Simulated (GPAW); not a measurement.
Wanted: an ASE script for a GPAW 26.7.0 run.

```yaml
Task: band structure
Functional: PBEsol
Potentials_or_basis: PAW data sets generated in the run's folder for this functional
Cutoff: 800 eV
Basis: pw
k_mesh: 7 × 7 × 4
Occupations: fermi-dirac, width 0.05 eV
Spin: no spin polarisation
Hubbard_terms: Cu d U = 4 eV
Maxiter: 150
Band_path: GXSRAZGYX1A1TY,ZT
Band_points: 100
```

CuO:

```
Cu O
1.0
     1.99097   -2.15355    0.00000
     1.99097    2.15355    0.00000
     0.00000    0.00000    5.15593
Cu O
2 2
Direct
  0.50000 0.00000 0.00000
  0.00000 0.50000 0.50000
  0.50000 0.50000 0.25000
  0.50000 0.50000 0.75000
```

Measurements of this composition are mostly on another form, of space group No. 15.

These files were run (other wordings do the same):

run.py

```python
from ase import Atoms
from ase.dft.bandgap import bandgap
from ase.io import write
from ase.units import GPa
from gpaw import GPAW, PW, setup_paths

setup_paths.insert(0, '.')

atoms = Atoms(['Cu', 'Cu', 'O', 'O'],
              cell=[[1.990968, -2.15355, 0.0],
                    [1.990968, 2.15355, 0.0],
                    [0.0, 0.0, 5.155928]],
              scaled_positions=[[0.5, 0.0, 0.0],
                                [0.0, 0.5, 0.5],
                                [0.5, 0.5, 0.25],
                                [0.5, 0.5, 0.75]],
              pbc=True)

calc = GPAW(mode=PW(800),
            xc='PBEsol',
            kpts={'size': (7, 7, 4), 'gamma': True},
            occupations={'name': 'fermi-dirac', 'width': 0.05},
            setups={'Cu': ':d,4.0'},
            nbands=33,
            convergence={'density': 1e-05, 'energy': 1e-05},
            maxiter=150,
            txt='gpaw.txt')
atoms.calc = calc
energy = atoms.get_potential_energy()
forces = atoms.get_forces()
stress = atoms.get_stress()
calc.write('gs.gpw')
write('result.traj', atoms)
print(f'Energy: {energy:.6f} eV')
print('Forces (eV/A):')
print(forces.round(4))
print('Stress (GPa):', (stress / GPa).round(3))
print('Fermi level:', round(calc.get_fermi_level(), 4), 'eV')
print(f'Gap: {bandgap(calc)[0]:.4f} eV, direct: {bandgap(calc, direct=True)[0]:.4f} eV')

path = atoms.cell.bandpath('GXSRAZGYX1A1TY,ZT', npoints=100, eps=1e-4)
bs_calc = calc.fixed_density(kpts=path, symmetry='off', nbands=47,
                             convergence={'bands': 'CBM+6.0', 'eigenstates': 1e-6}, txt='bands.txt')
bs = bs_calc.band_structure()
bs.write('bs.json')
print(f'Gap on the path: {bandgap(bs_calc)[0]:.4f} eV')
```

Potentials or basis: PAW data sets generated in the run's folder for this functional, pw.

Command:

```console
$ gpaw-setup -f PBEsol Cu O
$ OMP_NUM_THREADS=1 python run.py
```

Results of the run:

* Pressure: -4.0 GPa
* Band gap along the path: none (metal or under the smearing width)

Caveat: with this Cu data set, volumes or pressures lay over 1.5 % or 2 GPa off other programs in two to four cells of ten; the run has no spin polarisation, though such a crystal can be magnetic; U without spin polarisation on a metal has little footing.

Wall time 2.5 min on 1 thread of Arm Neoverse V2 (shared host), peak memory 0.53 GiB.
